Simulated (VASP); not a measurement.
MgO2:

```
Mg O
1.0
     4.82861    0.00000    0.00000
     0.00000    4.82861    0.00000
     0.00000    0.00000    4.82861
Mg O
4 8
Direct
  0.00000 0.00000 0.00000
  0.50000 0.00000 0.50000
  0.50000 0.50000 0.00000
  0.00000 0.50000 0.50000
  0.58942 0.91058 0.08942
  0.91058 0.08942 0.58942
  0.08942 0.58942 0.91058
  0.41058 0.41058 0.41058
  0.58942 0.58942 0.58942
  0.91058 0.41058 0.08942
  0.08942 0.91058 0.41058
  0.41058 0.08942 0.91058
```

The cell is a database's computed one.

| Item | Value |
| --- | --- |
| Program | VASP 6.6.1 |
| Task | relaxation of cell and atoms |
| Functional | vdW-DF2 |
| Potentials or basis | VASP PAW PBE potentials, release 64 (Mg, O) |
| Cutoff | 600 eV |
| k mesh | 6 × 6 × 6 |
| Occupations | fermi-dirac, width 0.05 eV |
| Spin | no spin polarisation |

At the start: pressure 10.2 GPa; volume 9.38 Å³/atom.

Task: How do energy, volume and symmetry change on relaxing?

Result: Over 7 steps the energy falls by 23.2 meV/atom and the volume is 9.97 Å³/atom (+6.3 %); space group Pa-3 (No. 205, to 0.05 Å).

The path:
| step | energy change (eV) | largest force (eV/Å) | pressure (GPa) | volume (Å³) |
| --- | --- | --- | --- | --- |
| 1 | 0.0000 | 1.0390 | 10.21 | 112.58 |
| 2 | -0.0846 | 1.0400 | -4.16 | 122.61 |
| 3 | -0.2565 | 0.2898 | 1.73 | 117.76 |
| 4 | -0.2787 | 0.0229 | -0.27 | 119.92 |
| 5 | -0.2788 | 0.0336 | -0.20 | 119.84 |
| 6 | -0.2789 | 0.0202 | 0.12 | 119.61 |
| 7 | -0.2790 | 0.0006 | -0.02 | 119.70 |

Final structure:
```xyz
12
Lattice="4.9283 0.0000 0.0000 0.0000 4.9283 0.0000 0.0000 0.0000 4.9283" Properties=species:S:1:pos:R:3 pbc="T T T"
Mg    0.0000    0.0000    0.0000
Mg    2.4641    0.0000    2.4641
Mg    2.4641    2.4641    0.0000
Mg    0.0000    2.4641    2.4641
O     2.9146    4.4778    0.4504
O     4.4778    0.4504    2.9146
O     0.4504    2.9146    4.4778
O     2.0137    2.0137    2.0137
O     2.9146    2.9146    2.9146
O     4.4778    2.0137    0.4504
O     0.4504    4.4778    2.0137
O     2.0137    0.4504    4.4778
```

Caveat: the PAW data sets were made with another functional, which shifts forces and pressure a little.
